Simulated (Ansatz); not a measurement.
# Pd(111) / 3 layers Rh(111) / Pd(111): resistance against film thickness, part 2 of 3

Wanted: interface resistance and thickness dependence for Pd(111) / 3 layers Rh(111) / Pd(111).

Ansatz 0.2.0; Ansatz plane-wave DFT, LDA, PAW files; ballistic transport by layer matching (Landauer), zero bias; PAW set soft_1.

So far. Step 2 (With 3 layers): The lead's potential steps by 3.1 meV from period to period, small in itself. The program estimates the junction's conductance to 3.6 % from the k-mesh, 8.1 % from the leads' distance from neutral and 3.6 % from their steps. Step 3 (With 5 layers, film layers 5): The conductance of the junction is 8.9e14 S/m², 3.8 % under the 9.2e14 S/m² of the last finished run, within the error estimates, leads' steps apart, of 8.1 and 7.4 %.

## (4) With 6 layers, film layers 6

The stack now holds 6 film layers; the k-mesh follows the cell, and the energies span -0.27 to 0.27 eV.

System of this step: Pd(111) / 6 layers Rh(111) / Pd(111). The cell holds 15 atoms: 9 Pd and 6 Rh. Cell: a = 2.751 Å, b = 2.751 Å, c = 32.806 Å, α = 90.0°, β = 90.0°, γ = 120.0°. It derives from Pd and Rh. Regions: lead, 9 atoms (9 Pd); films, 6 atoms (6 Rh). The structure is stacked along c, and the current runs across the ab planes.

input.yaml reads:

```yaml
crystal:
  lattice:
    - [2.7505039575, 0.0, 0.0]
    - [-1.3752519787, 2.3820063004, 0.0]
    - [0.0, 0.0, 32.8055768502]
  atoms:
    - { symbol: Pd, position: [0.0, 0.0, 0.0342285869] }
    - { symbol: Pd, position: [0.3333333333, 0.6666666667, 0.1026857607] }
    - { symbol: Pd, position: [0.6666666667, 0.3333333333, 0.1711429346] }
    - { symbol: Pd, position: [0.0, 0.0, 0.2396001084] }
    - { symbol: Rh, position: [0.3333333333, 0.6666666667, 0.3058191483] }
    - { symbol: Rh, position: [0.6666666667, 0.3333333333, 0.3698000542] }
    - { symbol: Rh, position: [0.0, 0.0, 0.4337809601] }
    - { symbol: Rh, position: [0.3333333333, 0.6666666667, 0.497761866] }
    - { symbol: Rh, position: [0.6666666667, 0.3333333333, 0.561742772] }
    - { symbol: Rh, position: [0.0, 0.0, 0.6257236779] }
    - { symbol: Pd, position: [0.3333333333, 0.6666666667, 0.6919427178] }
    - { symbol: Pd, position: [0.6666666667, 0.3333333333, 0.7603998916] }
    - { symbol: Pd, position: [0.0, 0.0, 0.8288570654] }
    - { symbol: Pd, position: [0.3333333333, 0.6666666667, 0.8973142393] }
    - { symbol: Pd, position: [0.6666666667, 0.3333333333, 0.9657714131] }
kpoints:
  mp_grid: { grid: [16, 16, 1] }
hamiltonian:
  xc: lda
  pseudopotentials: { kind: paw, azcp: { folder: soft_1 }, xc_functional: pbe }
scf:
  occupations: { method: fermi_dirac, width: 0.1 }
output:
  transmission:
    leads: [[0, 1]]
    kmesh: [30, 30]
    e_range: [-0.27, 0.27]
    de: 0.036
  write_potential: true
  write_density: true
  volumetric_format: npy
```

Command:

```console
> ansatz run input.yaml --threads 4 --pin off --max-ram 8192MiB --backend cpu --events-out ev --progress --plain --runs-dir out
```

Numbers of over 12 decimals in the logs are rounded to 6 here.

What it wrote:

```text
[...]
Crystal: 15 atoms, lattice volume = 214.933 Å³
Basis set: ecut = 420 eV, 4219 PW (Γ)
Bands: 159, of which v1, the nominal top of the filled ones, is band 132 counted from 1 (131 counted from 0)
Symmetry: 12 space group operations
[...]
k-points: 30 of 256
[...]
--- Transmission ---
  basis      : 55 plane waves across, 54 finite elements along
  points     : 91, standing for a mesh of 30 x 30
[...]
filled         : 31.4 meV over the level at which it is neutral
    channels       : 1.301111e0 a spin
[...]
slowest decay  : 0.1244 /Å at (0.3667, 0.2667)
  junction   : crystal 0 to crystal 0, -0.70 to 29.86 Å
    transmission   : 7.919155e-1 a spin
[...]
resistance     : 4.0957e-4 Ω µm² beyond half of each lead's own
[key lines of the parts left out:]
SCF converged after 12 iterations
Free energy (F): -99273.653912 eV
Fermi energy:    20.420805 eV
```

The job ended after 2.1 min (4 threads of Arm Neoverse V1, shared host; peak memory 1.3 GiB).

This step gave:

```
free energy                                                                : -99273.6539 eV
energy at zero smearing                                                    : -99273.2412 eV
Fermi energy                                                               : 20.42 eV
step of the lead's potential                                               : 2.6 meV
estimated errors of the lead's conductance                                 : 0, 3.1, 9.4 % (band edges, k-mesh, distance from neutral)
lead conductance per cell                                                  : 1.374 G₀
conductance of the junction                                                : 9.76e14 S/m²
junction conductance per cell                                              : 0.8250 G₀
estimated errors of the junction's conductance                             : 0.3, 1.7, 4.6, 2.8, 5.4 % (energy step, band edges, k-mesh, leads' steps, distance from neutral)
area resistance that the stack adds (contact term taken off, spin by spin) : 0.4096 fΩ m²
```

Per spin. The transmission, zone mean by energy, zero at the Fermi level:

```tsv
energy (eV)	transmission, zone mean
-0.270	1.12
-0.234	1.03
-0.198	1.01
-0.162	1.02
-0.126	0.986
-0.090	0.919
-0.054	0.903
-0.018	0.881
0.018	0.792
0.054	0.735
0.090	0.667
0.126	0.590
0.162	0.573
0.198	0.590
0.234	0.505
0.270	0.456
```

The conductance of the junction is 9.8e14 S/m², 10 % over the 8.9e14 S/m² of the last finished run, no more than the error estimates, leads' steps apart, of 7.4 and 5.4 % together.

## (5) With 8 layers, film layers 8

The stack now holds 8 film layers; the k-mesh follows the cell, and the energies span -0.27 to 0.27 eV.

System of this step: Pd(111) / 8 layers Rh(111) / Pd(111). The cell holds 18 atoms: 10 Pd and 8 Rh. Cell: a = 2.751 Å, b = 2.751 Å, c = 39.249 Å, α = 90.0°, β = 90.0°, γ = 120.0°. It derives from Pd and Rh. Regions: lead, 10 atoms (10 Pd); films, 8 atoms (8 Rh). The structure is stacked along c, and the current runs across the ab planes.

input.yaml, the sections that differ from step 4:

```yaml
crystal:
  lattice:
    - [2.7505039575, 0.0, 0.0]
    - [-1.3752519787, 2.3820063004, 0.0]
    - [0.0, 0.0, 39.2492149795]
  atoms:
    - { symbol: Pd, position: [0.0, 0.0, 0.0286091974] }
    - { symbol: Pd, position: [0.3333333333, 0.6666666667, 0.0858275922] }
    - { symbol: Pd, position: [0.6666666667, 0.3333333333, 0.1430459869] }
    - { symbol: Pd, position: [0.0, 0.0, 0.2002643817] }
    - { symbol: Rh, position: [0.3333333333, 0.6666666667, 0.2556120823] }
    - { symbol: Rh, position: [0.6666666667, 0.3333333333, 0.3090890889] }
    - { symbol: Rh, position: [0.0, 0.0, 0.3625660954] }
    - { symbol: Rh, position: [0.3333333333, 0.6666666667, 0.416043102] }
    - { symbol: Rh, position: [0.6666666667, 0.3333333333, 0.4695201085] }
    - { symbol: Rh, position: [0.0, 0.0, 0.522997115] }
    - { symbol: Rh, position: [0.3333333333, 0.6666666667, 0.5764741216] }
    - { symbol: Rh, position: [0.6666666667, 0.3333333333, 0.6299511281] }
    - { symbol: Pd, position: [0.0, 0.0, 0.6852988288] }
    - { symbol: Pd, position: [0.3333333333, 0.6666666667, 0.7425172235] }
    - { symbol: Pd, position: [0.6666666667, 0.3333333333, 0.7997356183] }
    - { symbol: Pd, position: [0.0, 0.0, 0.8569540131] }
    - { symbol: Pd, position: [0.3333333333, 0.6666666667, 0.9141724078] }
    - { symbol: Pd, position: [0.6666666667, 0.3333333333, 0.9713908026] }
# kpoints, hamiltonian, scf, output: as in step 4
```

What it wrote:

```text
[...]
Crystal: 18 atoms, lattice volume = 257.150 Å³
Basis set: ecut = 420 eV, 5045 PW (Γ)
Bands: 190, of which v1, the nominal top of the filled ones, is band 158 counted from 1 (157 counted from 0)
Symmetry: 12 space group operations
[...]
k-points: 30 of 256
[...]
--- Transmission ---
  basis      : 55 plane waves across, 66 finite elements along
  points     : 91, standing for a mesh of 30 x 30
[...]
filled         : 33.6 meV over the level at which it is neutral
    channels       : 1.274444e0 a spin
[...]
slowest decay  : 0.1271 /Å at (0.3667, 0.2667)
  junction   : crystal 0 to crystal 0, -1.55 to 35.46 Å
    transmission   : 7.143253e-1 a spin
[...]
resistance     : 5.2832e-4 Ω µm² beyond half of each lead's own
[key lines of the parts left out:]
SCF converged after 13 iterations
Free energy (F): -118675.593087 eV
Fermi energy:    20.538811 eV
```

Elapsed: 2.6 min, on 4 threads; peak memory 1.8 GiB.

This step gave:

| Property | Result |
| --- | --- |
| free energy | -118675.5931 eV |
| energy at zero smearing | -118675.1066 eV |
| Fermi energy | 20.54 eV |
| step of the lead's potential | 1.8 meV |
| ballistic conductance of the lead | 1.61e15 S/m² |
| estimated errors of the lead's conductance | 0, 3.1, 10 % (band edges, k-mesh, distance from neutral) |
| lead conductance per cell | 1.364 G₀ |
| conductance of the junction | 8.71e14 S/m² |
| junction conductance per cell | 0.7364 G₀ |
| estimated errors of the junction's conductance | 0.6, 1.4, 5.4, 2, 4.6 % (energy step, band edges, k-mesh, leads' steps, distance from neutral) |
| area resistance that the stack adds (contact term taken off, spin by spin) | 0.5283 fΩ m² |

Per spin. Transmission, zone mean against energy, zero at the Fermi level:

```tsv
energy (eV)	transmission, zone mean
-0.270	1.06
-0.234	1.02
-0.198	0.976
-0.162	0.959
-0.126	0.931
-0.090	0.869
-0.054	0.771
-0.018	0.735
0.018	0.714
0.054	0.693
0.090	0.715
0.126	0.643
0.162	0.583
0.198	0.546
0.234	0.484
0.270	0.451
```

The conductance of the junction is 8.7e14 S/m², 11 % under the 9.8e14 S/m² of the last finished run, no more than the error estimates, leads' steps apart, of 5.4 and 5.4 % together.

## (6) With 10 layers, film layers 10

The stack now holds 10 film layers; the k-mesh follows the cell, and the energies span -0.27 to 0.27 eV.

System of this step: Pd(111) / 10 layers Rh(111) / Pd(111). The cell holds 18 atoms: 8 Pd and 10 Rh. Cell: a = 2.751 Å, b = 2.751 Å, c = 38.956 Å, α = 90.0°, β = 90.0°, γ = 120.0°. It derives from Pd and Rh. Regions: lead, 8 atoms (8 Pd); films, 10 atoms (10 Rh). The structure is stacked along c, and the current runs across the ab planes.

input.yaml, the sections that differ from step 5:

```yaml
crystal:
  lattice:
    - [2.7505039575, 0.0, 0.0]
    - [-1.3752519787, 2.3820063004, 0.0]
    - [0.0, 0.0, 38.9555218774]
  atoms:
    - { symbol: Pd, position: [0.0, 0.0, 0.0288248876] }
    - { symbol: Pd, position: [0.3333333333, 0.6666666667, 0.0864746627] }
    - { symbol: Pd, position: [0.6666666667, 0.3333333333, 0.1441244379] }
    - { symbol: Pd, position: [0.0, 0.0, 0.201774213] }
    - { symbol: Rh, position: [0.3333333333, 0.6666666667, 0.2575391905] }
    - { symbol: Rh, position: [0.6666666667, 0.3333333333, 0.3114193704] }
    - { symbol: Rh, position: [0.0, 0.0, 0.3652995503] }
    - { symbol: Rh, position: [0.3333333333, 0.6666666667, 0.4191797302] }
    - { symbol: Rh, position: [0.6666666667, 0.3333333333, 0.4730599101] }
    - { symbol: Rh, position: [0.0, 0.0, 0.5269400899] }
    - { symbol: Rh, position: [0.3333333333, 0.6666666667, 0.5808202698] }
    - { symbol: Rh, position: [0.6666666667, 0.3333333333, 0.6347004497] }
    - { symbol: Rh, position: [0.0, 0.0, 0.6885806296] }
    - { symbol: Rh, position: [0.3333333333, 0.6666666667, 0.7424608095] }
    - { symbol: Pd, position: [0.6666666667, 0.3333333333, 0.798225787] }
    - { symbol: Pd, position: [0.0, 0.0, 0.8558755621] }
    - { symbol: Pd, position: [0.3333333333, 0.6666666667, 0.9135253373] }
    - { symbol: Pd, position: [0.6666666667, 0.3333333333, 0.9711751124] }
# kpoints, hamiltonian, scf, output: as in step 5
```

What it wrote:

```text
[...]
Crystal: 18 atoms, lattice volume = 255.226 Å³
Basis set: ecut = 420 eV, 4997 PW (Γ)
Bands: 189, of which v1, the nominal top of the filled ones, is band 157 counted from 1 (156 counted from 0)
Symmetry: 12 space group operations
[...]
k-points: 30 of 256
[...]
--- Transmission ---
  basis      : 55 plane waves across, 65 finite elements along
  points     : 91, standing for a mesh of 30 x 30
[...]
filled         : 30.7 meV over the level at which it is neutral
    channels       : 1.301111e0 a spin
[...]
slowest decay  : 0.1237 /Å at (0.3667, 0.2667)
  junction   : crystal 0 to crystal 0, 0.70 to 37.41 Å
    transmission   : 7.579099e-1 a spin
[...]
resistance     : 4.7774e-4 Ω µm² beyond half of each lead's own
[key lines of the parts left out:]
SCF converged after 13 iterations
Free energy (F): -117543.578876 eV
Fermi energy:    20.837127 eV
```

Wall time 2.3 min (4 threads); peak memory 1.7 GiB.

Numbers from this step:

```
free energy                                                                : -117543.5789 eV
energy at zero smearing                                                    : -117543.1108 eV
Fermi energy                                                               : 20.84 eV
step of the lead's potential                                               : 3.1 meV
ballistic conductance of the lead                                          : 1.63e15 S/m²
estimated errors of the lead's conductance                                 : 0, 3.1, 9.2 % (band edges, k-mesh, distance from neutral)
lead conductance per cell                                                  : 1.378 G₀
conductance of the junction                                                : 9.16e14 S/m²
junction conductance per cell                                              : 0.7747 G₀
estimated errors of the junction's conductance                             : 0.6, 3.4, 4.1, 4.9, 5.3 % (energy step, band edges, k-mesh, leads' steps, distance from neutral)
area resistance that the stack adds (contact term taken off, spin by spin) : 0.4777 fΩ m²
```

Per spin. Table of transmission, zone mean by energy, zero at the Fermi level:

```tsv
energy (eV)	transmission, zone mean
-0.270	1.10
-0.234	1.07
-0.198	1.08
-0.162	1.01
-0.126	0.939
-0.090	0.905
-0.054	0.859
-0.018	0.793
0.018	0.758
0.054	0.700
0.090	0.659
0.126	0.596
0.162	0.569
0.198	0.578
0.234	0.483
0.270	0.454
```

The conductance of the junction is 9.2e14 S/m², 5.2 % over the 8.7e14 S/m² of the last finished run, within the error estimates, leads' steps apart, of 5.4 and 5.3 %.

## (7) Cost and result by level

Times are for 4 threads of Arm Neoverse V1, shared host. The series side by side:

```tsv
no.	film layers	area resistance that the stack adds (contact term taken off, spin by spin) (fΩ m²)	conductance of the junction (S/m²)	time	memory (GiB)
1	3	0.4665	9.22e14	2.4 min	0.99
2	5	0.5108	8.87e14	1.7 min	1.4
3	6	0.4096	9.76e14	2.1 min	1.3
4	8	0.5283	8.71e14	2.6 min	1.8
5	10	0.4777	9.16e14	2.3 min	1.7
```

[end of part 2 of 3]

[Logs are printed without paths, hosts, clocks, repeated set-up lines and the standing remarks that a program may print on its own settings, such as how far it seeks lower states.]

[Hosts, paths, dates, database ids (printed as entryN), source tags and the programs' standing remarks are cut or masked in the printed files.]
